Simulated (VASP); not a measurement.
# Ag (Fm-3m) in VASP: further runs

One crystal, Ag, is run at these levels: LDA; tasks: relaxation of cell and atoms.

Everything below comes from runs of VASP 6.6.1. Logs are shortened: lines on timing, memory, paths and dates and some standing lists are left out, and cuts for length are marked.

### Step 1. The structure

Symmetry: Fm-3m, No. 225, cubic system. Conventional cell: a = 4.085 Å, b = 4.085 Å, c = 4.085 Å, α = 90.00°, β = 90.00°, γ = 90.00°. Ag (site symmetry m-3m) is surrounded by 12 Ag at 2.89 Å.

The cell was built by a generator and needn't be a form met in nature.

### Step 2. Relaxation of cell and atoms, LDA

INCAR reads:

```
PREC     = Accurate       # precision mode
ENCUT    = 600            # plane-wave cutoff, eV
EDIFF    = 1E-6           # SCF threshold, eV
ISMEAR   = 1              # smearing method
SIGMA    = 0.1            # smearing width, eV
LREAL    = False          # projectors in reciprocal space
LASPH    = True           # aspherical terms in the spheres
NELM     = 80             # most SCF steps
ALGO     = Normal         # electronic algorithm
ISIF     = 3              # what is computed and relaxed
LWAVE    = False          # write WAVECAR
LCHARG   = False          # write CHGCAR
GGA      = CA             # functional
IBRION   = 2              # ionic algorithm
NSW      = 90             # ionic steps
EDIFFG   = -0.01          # ionic threshold
```

KPOINTS reads:

```
Automatic mesh
0
Gamma
  16 16 16
```

POSCAR reads:

```
Ag
1.0
    0.0000000000      2.0427500000      2.0427500000
    2.0427500000      0.0000000000      2.0427500000
    2.0427500000      2.0427500000      0.0000000000
Ag
1
Direct
    0.0000000000      0.0000000000      0.0000000000
```

Potentials or basis: VASP PAW LDA potentials, release 64 (Ag).

On the command line:

```bash
$ cat potpaw_LDA.64/Ag/POTCAR > POTCAR
$ mpirun -np 1 vasp_std > vasp.out
```

OUTCAR:

```text
PREC = Accurate
   ENCUT = 600
   EDIFF = 1E-6
   ISMEAR = 1
   LREAL = False
   LASPH = True
   NELM = 80
   ISIF = 3
   GGA = CA
   IBRION = 2
   NSW = 90
   EDIFFG = -0.01

 ion  position               nearest neighbor table
   1  0.000  0.000  0.000-

  LATTYP: Found a face centered cubic cell.
 ALAT       =     4.0855000000

  Lattice vectors:

 A1 = (   0.0000000000,   2.0427500000,   2.0427500000)
 A2 = (   2.0427500000,   0.0000000000,   2.0427500000)
 A3 = (   2.0427500000,   2.0427500000,   0.0000000000)

Analysis of symmetry for initial positions (statically):
=====================================================================
 Subroutine PRICEL returns:
 Original cell was already a primitive cell.

 Routine SETGRP: Setting up the symmetry group for a
 face centered cubic supercell.

 Subroutine GETGRP returns: Found 48 space group operations
 (whereof 48 operations were pure point group operations)
 out of a pool of 48 trial point group operations.

The static configuration has the point symmetry O_h .

Analysis of symmetry for dynamics (positions and initial velocities):
=====================================================================
 Subroutine PRICEL returns:
 Original cell was already a primitive cell.

 Routine SETGRP: Setting up the symmetry group for a
 face centered cubic supercell.

 Subroutine GETGRP returns: Found 48 space group operations
 (whereof 48 operations were pure point group operations)
 out of a pool of 48 trial point group operations.

The dynamic configuration has the point symmetry O_h .

 Subroutine INISYM returns: Found 48 space group operations
 (whereof 48 operations are pure point group operations),
 and found     1 'primitive' translations

----------------------------------------------------------------------------------------

                                     Primitive cell

  volume of cell :      17.0481

  direct lattice vectors                    reciprocal lattice vectors
     0.000000000  2.042750000  2.042750000    -0.244768082  0.244768082  0.244768082
     2.042750000  0.000000000  2.042750000     0.244768082 -0.244768082  0.244768082
     2.042750000  2.042750000  0.000000000     0.244768082  0.244768082 -0.244768082

  length of vectors
     2.888884755  2.888884755  2.888884755     0.423950755  0.423950755  0.423950755

  position of ions in fractional coordinates (direct lattice)
     0.000000000  0.000000000  0.000000000

  ion indices of the primitive-cell ions
   primitive index   ion index
                 1           1

----------------------------------------------------------------------------------------

 KPOINTS: Automatic mesh

Automatic generation of k-mesh.
 Grid dimensions read from file:
 generate k-points for:   16   16   16

 Generating k-lattice:

  Cartesian coordinates                     Fractional coordinates (reciprocal lattice)
    -0.015298005  0.015298005  0.015298005     0.062500000  0.000000000  0.000000000
     0.015298005 -0.015298005  0.015298005     0.000000000  0.062500000  0.000000000
     0.015298005  0.015298005 -0.015298005     0.000000000  0.000000000  0.062500000

  Length of vectors
     0.026496922  0.026496922  0.026496922

  Shift w.r.t. Gamma in fractional coordinates (k-lattice)
     0.000000000  0.000000000  0.000000000

 Subroutine IBZKPT returns following result:
 ===========================================

 Found    145 irreducible k-points:

 Following reciprocal coordinates:
            Coordinates               Weight
  0.000000  0.000000  0.000000      1.000000
  0.062500  0.000000  0.000000      8.000000
  0.125000  0.000000  0.000000      8.000000
  0.187500  0.000000  0.000000      8.000000
  0.250000  0.000000  0.000000      8.000000
  0.312500  0.000000  0.000000      8.000000
[... 16 lines left out ...]
 -0.125000  0.062500  0.000000     24.000000
 -0.062500  0.062500  0.000000     12.000000
 [... further k-points ...]
   k-points           NKPTS =    145   k-points in BZ     NKDIM =    145   number of bands    NBANDS=      9
   number of dos      NEDOS =    301   number of ions     NIONS =      1
   total plane-waves  NPLWV =  13824
   dimension x,y,z NGX =    24 NGY =   24 NGZ =   24
   dimension x,y,z NGXF=    48 NGYF=   48 NGZF=   48
   ions per type =               1
   NGX,Y,Z   is equivalent  to a cutoff of  13.81, 13.81, 13.81 a.u.
   NGXF,Y,Z  is equivalent  to a cutoff of  27.62, 27.62, 27.62 a.u.
 SYSTEM =  unknown system
   PREC   = accura    normal or accurate (medium, high low for compatibility)
   ISTART =      0    job   : 0-new  1-cont  2-samecut
   ICHARG =      2    charge: 1-file 2-atom 10-const
   ISPIN  =      1    spin polarized calculation?
   LNONCOLLINEAR =      F non collinear calculations
   LSORBIT =      F    spin-orbit coupling
   LASPH  =      T    aspherical Exc in radial PAW
   ENCUT  =  600.0 eV  44.10 Ry    6.64 a.u.   5.77  5.77  5.77*2*pi/ulx,y,z
   NELM   =     80;   NELMIN=  2; NELMDL= -5     # of ELM steps
   EDIFF  = 0.1E-05   stopping-criterion for ELM
   LREAL  =      F    real-space projection
   EDIFFG = -.1E-01   stopping-criterion for IOM
   NSW    =     90    number of steps for IOM
   IBRION =      2    ionic relax: 0-MD 1-quasi-New 2-CG
   NFREE  =      1    steps in history (QN), initial steepest desc. (CG)
   ISIF   =      3    stress and relaxation
   ISYM   =      2    0-nonsym 1-usesym 2-fastsym
   POTIM  = 0.5000    time-step for ionic-motion
   TEBEG  =    0.0;   TEEND  =   0.0 temperature during run
   PSTRESS=    0.0 pullay stress
   NELECT =      11.0000    total number of electrons
   NUPDOWN=      -1.0000    fix difference up-down
   EMIN   =  10.00;   EMAX   =-10.00  energy-range for DOS
   EFERMI =   0.00;   METHOD = LEGACY
   ISMEAR =     1;   SIGMA  =   0.10  broadening in eV -4-tet -1-fermi 0-gaus
   EFERMI_NEDOS =   21; number of points for ismear=-14 and -15
   IALGO  =     38    algorithm
   IMIX   =      4    mixing-type and parameters
     AMIX     =   0.40;   BMIX     =  1.00
     AMIX_MAG =   1.60;   BMIX_MAG =  1.00
  volume/ion in A,a.u.               =      17.05       115.05
  Fermi-wavevector in a.u.,A,eV,Ry     =   1.414644  2.673290 27.228221  2.001218
  Thomas-Fermi vector in A             =   2.536165
   LORBIT       =      0    0 simple, 1 ext, 2 COOP (PROOUT), +10 PAW based schemes
   GGA     = CA    functional components
   LHFCALC =     F    Hartree Fock is set to
   AEXX    =    0.0000 exact exchange contribution
   IVDW    =     0    specifies the selected vdW correction
   LEPSILON=     F    determine dielectric tensor
   LRPA    =     F    only Hartree local field effects (RPA)
 conjugate gradient relaxation of ions
 non-spin polarized calculation
 Methfessel and Paxton  Order N= 1 SIGMA  =   0.10
  energy-cutoff  :      600.00
  volume of cell :       17.05
 maximum number of plane-waves:       588
   NGX = 11   NGY = 11   NGZ = 11

--------------------------------------- Ionic step        1  -------------------------------------------

 number of electron      10.9999999 magnetization

 Free energy of the ion-electron system (eV)
  ---------------------------------------------------
  ext. energy  EPLUGINS =         0.00000000
  ---------------------------------------------------
  free energy    TOTEN  =        -3.75888173 eV

  energy without entropy =       -3.75827216  energy(sigma->0) =       -3.75867854

------------------------ aborting loop because EDIFF is reached ----------------------------------------

  FORCE on cell =-STRESS in cart. coord.  units (eV):
  Direction    XX          YY          ZZ          XY          YZ          ZX
  --------------------------------------------------------------------------------------
  -------------------------------------------------------------------------------------
  Total       -0.7624028     -0.7624028     -0.7624028      0.0000000      0.0000000     -0.0000000
  in kB      -71.6505274    -71.6505274    -71.6505274      0.0000000      0.0000000     -0.0000000
  external PRESSURE =     -71.6505274 kB  Pullay stress =       0.0000000 kB
[... 55 lines left out ...]
  energy  without entropy=       -3.7636496057  energy(sigma->0) =       -3.76389257

--------------------------------------- Ionic step        3  -------------------------------------------

 number of electron      11.0000002 magnetization

 Free energy of the ion-electron system (eV)
  ---------------------------------------------------
  ext. energy  EPLUGINS =         0.00000000
  ---------------------------------------------------
  free energy    TOTEN  =        -3.78319139 eV

  energy without entropy =       -3.78251232  energy(sigma->0) =       -3.78296504

 E-fermi :   8.9927     XC(G=0): -12.9466

 val. band max:        8.9634043181   @ k =   0.4375   0.3750   0.0000
 cond. band min:       9.0065707230   @ k =   0.5000   0.1875   0.0625
 fundamental gap:      0.0431664049
 Fermi energy:         8.9927313595

 k-point     1 :       0.0000    0.0000    0.0000
  band No.  band energies     occupation
      1       0.7475      2.00000
      2       4.0304      2.00000
      3       4.0304      2.00000
      4       4.0304      2.00000
      5       5.2048      2.00000
      6       5.2048      2.00000
      7      25.1713      0.00000
      8      29.0423      0.00000
      9      29.0423      0.00000
[... 265 lines left out ...]
 k-point    24 :      -0.0625    0.0625    0.0000
  band No.  band energies     occupation
      1       1.0852      2.00000
      2       3.9315      2.00000
      3       4.1201      2.00000
      4       4.1513      2.00000
      5       5.1134      2.00000
      6       5.2269      2.00000
      7      25.2607      0.00000
      8      27.0882      0.00000
      9      28.5037      0.00000

 [... further k-points ...]
[... 5 lines left out ...]
  --------------------------------------------------------------------------------------
  -------------------------------------------------------------------------------------
  Total       -0.0064836     -0.0064836     -0.0064836     -0.0000000     -0.0000000     -0.0000000
  in kB       -0.6476486     -0.6476486     -0.6476486     -0.0000000     -0.0000000     -0.0000000
  external PRESSURE =      -0.6476486 kB  Pullay stress =       0.0000000 kB
[... 16 lines left out ...]
  FREE ENERGIE OF THE ION-ELECTRON SYSTEM (eV)
  ---------------------------------------------------
  free  energy   TOTEN  =        -3.7831913926 eV

  energy  without entropy=       -3.7825123248  energy(sigma->0) =       -3.78296504

 reached required accuracy - stopping structural energy minimisation
```

Wall time 13 s (1 thread of Intel Xeon 6975P-C (Granite Rapids), shared host); peak memory 0.16 GiB.

What came out:

```
Free energy                            : -3.7832 eV
Relaxed volume                         : 16.04 Å³/atom
Relaxed cell                           : a = 2.831 Å, b = 2.831 Å, c = 2.831 Å, α = 60.00°, β = 60.00°, γ = 60.00°
Space group after relaxing (to 0.05 Å) : Fm-3m (No. 225)
Energy gained by relaxing              : 24.3 meV/atom
Ionic steps                            : 3
Pressure after relaxing                : -0.1 GPa
Band gap on the k mesh                 : none (metal or under the smearing width)
```

Step by step:
| step | energy change (eV) | largest force (eV/Å) | pressure (GPa) | volume (Å³) |
| --- | --- | --- | --- | --- |
| 1 | 0.0000 | 0.0000 | -7.17 | 17.05 |
| 2 | -0.0051 | 0.0000 | 8.17 | 15.24 |
| 3 | -0.0243 | 0.0000 | -0.06 | 16.04 |

Final structure:
```
CELL_PARAMETERS angstrom
0.00000 2.00163 2.00163
2.00163 0.00000 2.00163
2.00163 2.00163 0.00000
ATOMIC_POSITIONS crystal
Ag 0.00000 0.00000 0.00000
```

### Step 3. Relaxation of cell and atoms, LDA

This run uses another cell than the first one, of 16.04 Å³/atom, 0.941 times its volume.

INCAR, as its differences from that of step 2:

```diff
@@ -2,3 +2,3 @@
 ENCUT    = 600            # plane-wave cutoff, eV
-EDIFF    = 1E-6           # SCF threshold, eV
+EDIFF    = 1E-7           # SCF threshold, eV
 ISMEAR   = 1              # smearing method
@@ -15,2 +15,2 @@
 NSW      = 90             # ionic steps
-EDIFFG   = -0.01          # ionic threshold
+EDIFFG   = -0.005         # ionic threshold
```

KPOINTS is that of step 2.

POSCAR reads:

```
Ag                                      
1.0
    0.0000000000      2.0016342092      2.0016342092
    2.0016342092      0.0000000000      2.0016342092
    2.0016342092      2.0016342092      0.0000000000
  Ag            
     1
Direct
     0.0000000000000000    0.0000000000000000    0.0000000000000000
```

Potentials or basis: VASP PAW LDA potentials, release 64 (Ag).

On the command line:

```bash
$ cat potpaw_LDA.64/Ag/POTCAR > POTCAR
$ mpirun -np 1 vasp_std > vasp.out
```

It took 11 s on 1 thread of Intel Xeon 6975P-C (Granite Rapids), shared host; peak memory 0.15 GiB.

Results (log left out):

```yaml
Free_energy: -3.7827 eV
Relaxed_volume: 16.03 Å³/atom
Relaxed_cell: a = 2.830 Å, b = 2.830 Å, c = 2.830 Å, α = 60.00°, β = 60.00°, γ = 60.00°
Space_group_after_relaxing_to_0.05_Å: Fm-3m (No. 225)
Energy_gained_by_relaxing: 0.0 meV/atom
Ionic_steps: 3
Pressure_after_relaxing: 0.0 GPa
Band_gap_on_the_k_mesh: none (metal or under the smearing width)
```

Final structure:
```
Ag
1.0
     0.00000    2.00118    2.00118
     2.00118    0.00000    2.00118
     2.00118    2.00118    0.00000
Ag
1
Cartesian
  0.0000 0.0000 0.0000
```

Levels at points of the mesh, in eV from the Fermi level:
| k point | band 4 | band 5 | band 6 | band 7 | band 8 | band 9 |
| --- | --- | --- | --- | --- | --- | --- |
| (0.00, 0.00, 0.00) | -4.97 | -3.79 | -3.79 | 16.18 | 20.05 | 20.05 |
| (0.50, 0.00, 0.00) | -2.89 | -2.89 | -0.56 | 3.97 | 15.44 | 18.41 |
| (0.50, 0.50, 0.00) | -2.66 | -2.66 | 1.53 | 7.26 | 10.91 | 10.91 |
